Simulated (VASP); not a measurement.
Write the native input for VASP 6.6.1 that does the following.

| Property | Result |
| --- | --- |
| Task | relaxation of cell and atoms |
| Functional | PBEsol |
| Potentials or basis | VASP PAW PBE potentials, release 64 (Au) |
| Cutoff | 480 eV |
| k mesh | 18 × 18 × 18 |
| Occupations | gaussian, width 0.1 eV |
| Spin | no spin polarisation |
| Further INCAR settings | ALGO = Normal; EDIFF = 1e-07; IBRION = 2; EDIFFG = -0.005; NSW = 90; ISIF = 3 |

The structure of Au lies in POSCAR:

```
Au
1.0
    0.0000000000      2.0585000000      2.0585000000
    2.0585000000      0.0000000000      2.0585000000
    2.0585000000      2.0585000000      0.0000000000
Au
1
Direct
    0.0000000000      0.0000000000      0.0000000000
```

The input as run:

INCAR

```
SYSTEM = Au
ALGO = Normal
EDIFF = 1E-7
EDIFFG = -0.005
ENCUT = 480
GGA = PS
IBRION = 2
ISIF = 3
ISMEAR = 0
LASPH = .TRUE.
LCHARG = .FALSE.
LREAL = .FALSE.
LWAVE = .FALSE.
NELM = 60
NSW = 90
PREC = Accurate
SIGMA = 0.1
```

KPOINTS

```
k-points
0
G
  18 18 18
  0 0 0
```

Potentials or basis: VASP PAW PBE potentials, release 64 (Au).

The run is started by

```sh
$ cat potpaw_PBE.64/Au/POTCAR > POTCAR
$ mpirun -np 1 vasp_std > vasp.out
```

It gave:

```yaml
Relaxed_volume: 17.00 Å³/atom
Relaxed_cell: a = 2.886 Å, b = 2.886 Å, c = 2.886 Å, α = 60.00°, β = 60.00°, γ = 60.00°
Space_group_after_relaxing_to_0.05_Å: Fm-3m (No. 225)
Energy_gained_by_relaxing: 6.0 meV/atom
Ionic_steps: 3
Pressure_after_relaxing: 0.0 GPa
Band_gap_on_the_k_mesh: none (metal or under the smearing width)
```

Caveat: the PAW data sets were made with another functional, which shifts forces and pressure a little.

Run time: 19 s on 1 thread of Intel(R) Xeon(R) 6975P-C (Granite Rapids) (shared host), peak memory 0.17 GiB.
